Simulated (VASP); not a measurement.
Here is the system:

```xyz
2
Lattice="0.0000 2.9025 2.9025 2.9025 0.0000 2.9025 2.9025 2.9025 0.0000" Properties=species:S:1:pos:R:3 pbc="T T T"
Li     0.0000     0.0000     0.0000
I      2.9025     2.9025     2.9025
```

Calculation: LDA (Ceperley-Alder, Perdew-Zunger), VASP's LDA PAW potentials (set 64) (plane waves; VASP). Numerical set-up: 520 eV cut-off, 7×7×7 Γ-centred mesh, Gaussian smearing of 0.050 eV, potentials Li_sv I.

Question: What does the run give for the energy per atom (σ→0)?

Answer: 
```
Property                        Value
---------------------  --------------
energy per atom (σ→0)  -3.281 eV/atom
```

The absolute energy has meaning only against runs of the same code, potentials and settings.

The compound is LiI in the rock salt structure. It was relaxed first, which changed the volume by -10 %. The start is the result of an earlier pass.
